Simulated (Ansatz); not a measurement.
Computed with Ansatz, DFT PBE, scalar-relativistic, plane waves, PAW. All cells share a 420 eV cutoff and Γ-centred k meshes spaced at most about 0.3 Å⁻¹ (about 0.25 or finer for metals, 2π included). No spin polarisation.

These are static total energies at zero pressure.

Two forms of TiC were relaxed alike.

1.

```
Ti C
1.0
     1.56826   -2.35030    0.00000
     1.56826    2.35030    0.00000
     0.00000    0.00000    2.89301
Ti C
1 1
Direct
  0.50000 0.50000 0.00000
  0.00000 0.00000 0.50000
```

2.

```
Ti C
1.0
     0.00000    2.16640    2.16640
     2.16640    0.00000    2.16640
     2.16640    2.16640    0.00000
Ti C
1 1
Cartesian
  2.1664 2.1664 2.1664
  0.0000 0.0000 0.0000
```

Task: Which is lower in energy, and by how much?

Result: Cell 2 is lower, by 0.76 eV/atom. Cell 1 has space group Cmmm (No. 65), 10.7 Å³/atom and no gap on its mesh; cell 2 has the rock salt type, space group Fm-3m (No. 225), 10.2 Å³/atom and no gap. Counting C atoms around Ti (those within 1.25 times the shortest such distance or 1.15 times the sum of covalent radii), cell 1 has Ti 4 and cell 2 has Ti 6. The denser one is the lower, and pressure would at first widen the difference. In cell 1, around Ti lie 4 C at 2.13 Å, 4 C at 2.76 Å and 6 Ti at 2.83–2.89 Å; C is surrounded by 4 Ti at 2.13 Å. In cell 2, Ti is surrounded by 6 C at 2.17 Å; C has 6 Ti at 2.17 Å. Origin: cell 1, invented; cell 2, reached from a cell as deposited in COD, among other starts. Shaken at random and relaxed again, cell 1 falls into cell 2, 0.76 eV/atom lower, so it is a saddle point or a shallow minimum. Checks on cell 2: no imaginary mode at Γ (other wave vectors untested).

Cells without such a test can be saddle points.
